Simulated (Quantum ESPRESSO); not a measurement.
Crystal: As.

```
As
1.0
     1.88080    1.08588    3.51406
    -1.88080    1.08588    3.51406
     0.00000   -2.17176    3.51406
As
2
Direct
  0.22600 0.22600 0.22600
  0.77400 0.77400 0.77400
```

Base run:

```yaml
Program: Quantum ESPRESSO 7.5
Functional: AM05
Potentials_or_basis: SG15 PBE 1.2
Cutoff: 952 eV
Density_cutoff: 3810 eV
k_mesh: 9 × 9 × 9
Occupations: fermi-dirac, width 0.05 eV
Spin: no spin polarisation
```

Its results: band gap on the k mesh none (metal or under the smearing width); pressure 2.3 GPa; largest force 0.587 eV/Å.

Task: The run is repeated on the same cell with these changes: functional from AM05 to vdW-DF-cx. What comes out?

Result: Band gap on the k mesh none (metal or under the smearing width); pressure 3.1 GPa; largest force 0.599 eV/Å.

Caveats: the potentials were made for another functional, which shifts forces and pressure.
